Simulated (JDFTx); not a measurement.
Li:

```
Li
1.0
    -1.75465    1.75465    1.75465
     1.75465   -1.75465    1.75465
     1.75465    1.75465   -1.75465
Li
1
Direct
  0.00000 0.00000 0.00000
```

- Program: JDFTx 1.7.0 (patched build)
- Task: relaxation of cell and atoms
- Functional: LDA
- Potentials or basis: SG15-PBE-1.2 with smoothed tails
- Cutoff: 1088 eV
- Density cutoff: 4354 eV
- k mesh: 7 × 7 × 7
- Occupations: fermi-dirac, width 0.05 eV
- Spin: no spin polarisation

At the start: pressure -1.5 GPa; volume 21.61 Å³/atom.

Q: Where does the relaxation end?

A: Over 6 steps the energy falls by 12.1 meV/atom and the volume is 19.18 Å³/atom (-11.3 %); space group Im-3m (No. 229, to 0.05 Å).

The path:
```
step  energy change (eV)  largest force (eV/Å)  pressure (GPa)  volume (Å³)
   1              0.0000                0.0000           -1.46        21.61
   2             -0.0043                0.0000           -1.21        21.09
   3             -0.0120                0.0000            0.08        19.07
   4             -0.0121                0.0000            0.00        19.17
   5             -0.0121                0.0000            0.00        19.18
   6             -0.0121                0.0000            0.00        19.18
```

Final structure:
```cif
data_structure
_symmetry_space_group_name_H-M 'P 1'
_symmetry_Int_Tables_number 1
_cell_length_a 2.9206
_cell_length_b 2.9206
_cell_length_c 2.9206
_cell_angle_alpha 109.471
_cell_angle_beta 109.471
_cell_angle_gamma 109.471
_cell_volume 19.18
loop_
_atom_site_label
_atom_site_type_symbol
_atom_site_fract_x
_atom_site_fract_y
_atom_site_fract_z
_atom_site_occupancy
Li1 Li 0.00000 0.00000 0.00000 1
```

Caveat: the k mesh is coarse (spacing up to 0.36 Å⁻¹), so the values aren't converged; the plane waves are those of the starting cell, so after so large a change of volume the result is rough; the potentials were made for another functional, which shifts forces and pressure.
